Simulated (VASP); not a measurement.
# KCl (Pm-3m) in VASP: a series of runs, part 2 of 2

VASP 6.6.1. Earlier steps stand in the parts before.

## (4) Equation of state, PBEsol, 27.73 Å³/atom (volume scaled by 0.98)

INCAR

```
SYSTEM = KCl
PREC = Accurate
ENCUT = 520
EDIFF = 1E-7
ISMEAR = -1
SIGMA = 0.05
LREAL = .False.
LASPH = .True.
NELM = 100
ALGO = Normal
ISIF = 2
LWAVE = .False.
LCHARG = .False.
GGA = PS
NBANDS = 15
```

KPOINTS

```
Automatic mesh
0
Gamma
  7 7 7
  0 0 0
```

POSCAR

```
KCl
1.0
    3.8134288075      0.0000000000      0.0000000000
    0.0000000000      3.8134288075      0.0000000000
    0.0000000000      0.0000000000      3.8134288075
K Cl
1 1
Direct
    0.0000000000      0.0000000000      0.0000000000
    0.5000000000      0.5000000000      0.5000000000
```

Started as:

```bash
> cat potpaw_PBE.64/K_sv/POTCAR potpaw_PBE.64/Cl/POTCAR > POTCAR
> mpirun -np 1 vasp_std > vasp.out
```

Run time: 22 s. Hardware: 1 thread of Intel Xeon Platinum 8375C at 2.90GHz (Ice Lake), shared host; peak memory 0.15 GiB.

The run converged. Its results:

```
Free energy            : -6.9049 eV
Pressure               : -1.1 GPa
Band gap on the k mesh : 4.72 eV, indirect (least direct gap 4.91 eV)
```

Caveat: the PAW data sets were made with another functional, which shifts forces and pressure a little; an odd mesh through Γ misses points on the zone boundary, where band edges often lie.

## (5) Equation of state, PBEsol, 28.86 Å³/atom (volume scaled by 1.02)

INCAR is that of step 4.

KPOINTS is that of step 4.

POSCAR

```
KCl
1.0
    3.8646218801      0.0000000000      0.0000000000
    0.0000000000      3.8646218801      0.0000000000
    0.0000000000      0.0000000000      3.8646218801
K Cl
1 1
Direct
    0.0000000000      0.0000000000      0.0000000000
    0.5000000000      0.5000000000      0.5000000000
```

Started as:

```bash
> cat potpaw_PBE.64/K_sv/POTCAR potpaw_PBE.64/Cl/POTCAR > POTCAR
> mpirun -np 1 vasp_std > vasp.out
```

It took 26 s on 1 thread of Intel Xeon Platinum 8375C at 2.90GHz (Ice Lake), shared host; peak memory 0.16 GiB.

It converged, with:

* Free energy: -6.8855 eV
* Pressure: -1.7 GPa
* Band gap on the k mesh: 4.56 eV, indirect (least direct gap 4.75 eV)

Caveat: the PAW data sets were made with another functional, which shifts forces and pressure a little; an odd mesh through Γ misses points on the zone boundary, where band edges often lie.

## (6) Equation of state, PBEsol, 29.43 Å³/atom (volume scaled by 1.04)

INCAR is that of step 5.

KPOINTS is that of step 5.

POSCAR

```
KCl
1.0
    3.8897175305      0.0000000000      0.0000000000
    0.0000000000      3.8897175305      0.0000000000
    0.0000000000      0.0000000000      3.8897175305
K Cl
1 1
Direct
    0.0000000000      0.0000000000      0.0000000000
    0.5000000000      0.5000000000      0.5000000000
```

Potentials or basis: VASP PAW PBE potentials, release 64 (K_sv, Cl).

Started as:

```bash
> cat potpaw_PBE.64/K_sv/POTCAR potpaw_PBE.64/Cl/POTCAR > POTCAR
> mpirun -np 1 vasp_std > vasp.out
```

It took 25 s on 1 thread of Intel Xeon Platinum 8375C at 2.90GHz (Ice Lake), shared host; peak memory 0.16 GiB.

The run converged. Its results:

* Free energy: -6.8730 eV
* Pressure: -1.9 GPa
* Band gap on the k mesh: 4.49 eV, indirect (least direct gap 4.67 eV)

Caveat: the PAW data sets were made with another functional, which shifts forces and pressure a little; an odd mesh through Γ misses points on the zone boundary, where band edges often lie.

## (7) Equation of state, PBEsol, 29.99 Å³/atom (volume scaled by 1.06)

INCAR is that of step 6.

KPOINTS is that of step 6.

POSCAR

```
KCl
1.0
    3.9144934694      0.0000000000      0.0000000000
    0.0000000000      3.9144934694      0.0000000000
    0.0000000000      0.0000000000      3.9144934694
K Cl
1 1
Direct
    0.0000000000      0.0000000000      0.0000000000
    0.5000000000      0.5000000000      0.5000000000
```

Started as:

```bash
> cat potpaw_PBE.64/K_sv/POTCAR potpaw_PBE.64/Cl/POTCAR > POTCAR
> mpirun -np 1 vasp_std > vasp.out
```

It took 24 s on 1 thread of Intel Xeon Platinum 8375C at 2.90GHz (Ice Lake), shared host; peak memory 0.16 GiB.

It converged, with:

```
Free energy            : -6.8588 eV
Pressure               : -2.1 GPa
Band gap on the k mesh : 4.42 eV, indirect (least direct gap 4.60 eV)
```

Caveat: the PAW data sets were made with another functional, which shifts forces and pressure a little; an odd mesh through Γ misses points on the zone boundary, where band edges often lie.

## (8) Equation of state, PBEsol

Potentials or basis: VASP PAW PBE potentials, release 64 (K_sv, Cl).

No new run: the results of the series are fitted here.

What came out:

- Equilibrium volume: 26.22 Å³/atom (rough: see the caveat)
- Bulk modulus: 22 GPa (rough)

Energy against volume, from the lowest point:
```tsv
volume (Å³/atom)	energy (meV/atom)
26.596	0.00
27.162	1.78
27.728	4.91
28.294	9.24
28.860	14.58
29.426	20.85
29.991	27.93
```

Caveat: the minimum lies outside the volumes run; the PAW data sets were made with another functional, which shifts forces and pressure a little.

## (9) Equation of state, PBE, 26.60 Å³/atom (volume scaled by 0.94)

INCAR

```
PREC = Accurate ; ENCUT = 520
EDIFF = 1E-7 ; ISMEAR = -1
SIGMA = 0.05 ; LREAL = False
LASPH = True ; NELM = 60
ALGO = Normal ; ISIF = 2
LWAVE = False ; LCHARG = False
GGA = PE ; NBANDS = 15
```

KPOINTS

```
Automatic mesh
0
Gamma
  7 7 7
```

POSCAR

```
KCl
1.0
    3.7608230702      0.0000000000      0.0000000000
    0.0000000000      3.7608230702      0.0000000000
    0.0000000000      0.0000000000      3.7608230702
K Cl
1 1
Direct
    0.0000000000      0.0000000000      0.0000000000
    0.5000000000      0.5000000000      0.5000000000
```

Potentials or basis: VASP PAW PBE potentials, release 64 (K_sv, Cl).

Started as:

```bash
> cat potpaw_PBE.64/K_sv/POTCAR potpaw_PBE.64/Cl/POTCAR > POTCAR
> mpirun -np 1 vasp_std > vasp.out
```

It took 12 s on 1 thread of Intel Xeon Platinum 8488C (Sapphire Rapids), shared host; peak memory 0.15 GiB.

The run converged. Its results:

* Free energy: -6.6417 eV
* Pressure: 1.3 GPa
* Band gap on the k mesh: 5.09 eV, indirect (least direct gap 5.28 eV)

Caveat: an odd mesh through Γ misses points on the zone boundary, where band edges often lie.

## (10) Equation of state, PBE, 27.16 Å³/atom (volume scaled by 0.96)

INCAR is that of step 9.

KPOINTS

```
regular mesh
0
Gamma
  7 7 7
```

POSCAR

```
KCl
1.0
    3.7873086124      0.0000000000      0.0000000000
    0.0000000000      3.7873086124      0.0000000000
    0.0000000000      0.0000000000      3.7873086124
K Cl
1 1
Direct
    0.0000000000      0.0000000000      0.0000000000
    0.5000000000      0.5000000000      0.5000000000
```

Started as:

```bash
> cat potpaw_PBE.64/K_sv/POTCAR potpaw_PBE.64/Cl/POTCAR > POTCAR
> mpirun -np 1 vasp_std > vasp.out
```

Run time: 10 s. Hardware: 1 thread of Intel Xeon Platinum 8488C (Sapphire Rapids), shared host; peak memory 0.16 GiB.

Results (log left out):

```
Free energy            : -6.6495 eV
Pressure               : 0.8 GPa
Band gap on the k mesh : 4.99 eV, indirect (least direct gap 5.18 eV)
```

Caveat: an odd mesh through Γ misses points on the zone boundary, where band edges often lie.

## (11) Equation of state, PBE, 27.73 Å³/atom (volume scaled by 0.98)

INCAR

```
SYSTEM = KCl
ALGO     = Normal         ! electronic algorithm
EDIFF    = 1E-7           ! SCF threshold, eV
ENCUT    = 520            ! plane-wave cutoff, eV
GGA      = PE             ! functional
ISIF     = 2              ! what is computed and relaxed
ISMEAR   = -1             ! smearing method
LASPH    = .TRUE.         ! aspherical terms in the spheres
LCHARG   = .FALSE.        ! write CHGCAR
LREAL    = .FALSE.        ! projectors in reciprocal space
LWAVE    = .FALSE.        ! write WAVECAR
NBANDS   = 15             ! bands
NELM     = 80             ! most SCF steps
PREC     = Accurate       ! precision mode
SIGMA    = 0.05           ! smearing width, eV
```

KPOINTS

```
k-points
0
G
  7 7 7
  0 0 0
```

POSCAR

```
KCl
1.0
    3.8134288075      0.0000000000      0.0000000000
    0.0000000000      3.8134288075      0.0000000000
    0.0000000000      0.0000000000      3.8134288075
K Cl
1 1
Direct
    0.0000000000      0.0000000000      0.0000000000
    0.5000000000      0.5000000000      0.5000000000
```

Started as:

```bash
> cat potpaw_PBE.64/K_sv/POTCAR potpaw_PBE.64/Cl/POTCAR > POTCAR
> mpirun -np 1 vasp_std > vasp.out
```

Run time: 11 s. Hardware: 1 thread of Intel Xeon Platinum 8488C (Sapphire Rapids), shared host; peak memory 0.15 GiB.

The run converged. Its results:

| Quantity | Value |
| --- | --- |
| Free energy | -6.6539 eV |
| Pressure | 0.4 GPa |
| Band gap on the k mesh | 4.90 eV, indirect (least direct gap 5.09 eV) |

Caveat: an odd mesh through Γ misses points on the zone boundary, where band edges often lie.

## (12) Equation of state, PBE, 28.86 Å³/atom (volume scaled by 1.02)

INCAR

```
SYSTEM = KCl
PREC     = Accurate       ! precision mode
ENCUT    = 520            ! plane-wave cutoff, eV
EDIFF    = 1E-7           ! SCF threshold, eV
ISMEAR   = -1             ! smearing method
SIGMA    = 0.05           ! smearing width, eV
LREAL    = .FALSE.        ! projectors in reciprocal space
LASPH    = .TRUE.         ! aspherical terms in the spheres
NELM     = 100            ! most SCF steps
ALGO     = Normal         ! electronic algorithm
ISIF     = 2              ! what is computed and relaxed
LWAVE    = .FALSE.        ! write WAVECAR
LCHARG   = .FALSE.        ! write CHGCAR
GGA      = PE             ! functional
NBANDS   = 15             ! bands
```

KPOINTS

```
Automatic mesh
0
G
  7 7 7
  0 0 0
```

POSCAR

```
KCl
1.0
    3.8646218801      0.0000000000      0.0000000000
    0.0000000000      3.8646218801      0.0000000000
    0.0000000000      0.0000000000      3.8646218801
K Cl
1 1
Direct
    0.0000000000      0.0000000000      0.0000000000
    0.5000000000      0.5000000000      0.5000000000
```

Potentials or basis: VASP PAW PBE potentials, release 64 (K_sv, Cl).

Started as:

```bash
> cat potpaw_PBE.64/K_sv/POTCAR potpaw_PBE.64/Cl/POTCAR > POTCAR
> mpirun -np 1 vasp_std > vasp.out
```

It took 16 s on 1 thread of Intel Xeon Platinum 8488C (Sapphire Rapids), shared host; peak memory 0.17 GiB.

Results (log left out):

```
Free energy            : -6.6541 eV
Pressure               : -0.4 GPa
Band gap on the k mesh : 4.74 eV, indirect (least direct gap 4.91 eV)
```

Caveat: an odd mesh through Γ misses points on the zone boundary, where band edges often lie.

## (13) Equation of state, PBE, 29.43 Å³/atom (volume scaled by 1.04)

INCAR

```
SYSTEM = KCl
ALGO = Normal
EDIFF = 1E-7
ENCUT = 520
GGA = PE
ISIF = 2
ISMEAR = -1
LASPH = .TRUE.
LCHARG = .FALSE.
LREAL = .FALSE.
LWAVE = .FALSE.
NBANDS = 15
NELM = 60
PREC = Accurate
SIGMA = 0.05
```

KPOINTS

```
k-points
0
G
  7 7 7
  0 0 0
```

POSCAR

```
KCl
1.0
    3.8897175305      0.0000000000      0.0000000000
    0.0000000000      3.8897175305      0.0000000000
    0.0000000000      0.0000000000      3.8897175305
K Cl
1 1
Direct
    0.0000000000      0.0000000000      0.0000000000
    0.5000000000      0.5000000000      0.5000000000
```

Started as:

```bash
> cat potpaw_PBE.64/K_sv/POTCAR potpaw_PBE.64/Cl/POTCAR > POTCAR
> mpirun -np 1 vasp_std > vasp.out
```

It took 14 s on 1 thread of Intel Xeon Platinum 8488C (Sapphire Rapids), shared host; peak memory 0.17 GiB.

The run converged. Its results:

| Quantity | Value |
| --- | --- |
| Free energy | -6.6506 eV |
| Pressure | -0.7 GPa |
| Band gap on the k mesh | 4.66 eV, indirect (least direct gap 4.83 eV) |

Caveat: an odd mesh through Γ misses points on the zone boundary, where band edges often lie.

## (14) Equation of state, PBE, 29.99 Å³/atom (volume scaled by 1.06)

INCAR

```
SYSTEM = KCl
ALGO = Normal ; EDIFF = 1E-7
ENCUT = 520 ; GGA = PE
ISIF = 2 ; ISMEAR = -1
LASPH = .TRUE. ; LCHARG = .FALSE.
LREAL = .FALSE. ; LWAVE = .FALSE.
NBANDS = 15 ; NELM = 60
PREC = Accurate ; SIGMA = 0.05
```

KPOINTS is that of step 13.

POSCAR

```
KCl
1.0
    3.9144934694      0.0000000000      0.0000000000
    0.0000000000      3.9144934694      0.0000000000
    0.0000000000      0.0000000000      3.9144934694
K Cl
1 1
Direct
    0.0000000000      0.0000000000      0.0000000000
    0.5000000000      0.5000000000      0.5000000000
```

Started as:

```bash
> cat potpaw_PBE.64/K_sv/POTCAR potpaw_PBE.64/Cl/POTCAR > POTCAR
> mpirun -np 1 vasp_std > vasp.out
```

It took 15 s on 1 thread of Intel Xeon Platinum 8488C (Sapphire Rapids), shared host; peak memory 0.16 GiB.

The run converged. Its results:

```yaml
Free_energy: -6.6449 eV
Pressure: -1.0 GPa
Band_gap_on_the_k_mesh: 4.58 eV, indirect (least direct gap 4.76 eV)
```

Caveat: an odd mesh through Γ misses points on the zone boundary, where band edges often lie.

## (15) Equation of state, PBE

Potentials or basis: VASP PAW PBE potentials, release 64 (K_sv, Cl).

No new run: the results of the series are fitted here.

What came out:

| Item | Value |
| --- | --- |
| Equilibrium volume | 28.31 Å³/atom |
| Bulk modulus | 18.6 GPa |
| Pressure derivative of the bulk modulus | 4.7 |

Energy against volume, from the lowest point:
```
volume (Å³/atom)  energy (meV/atom)
          26.596               6.78
          27.162               2.91
          27.728               0.71
          28.294               0.00
          28.860               0.59
          29.426               2.37
          29.991               5.21
```
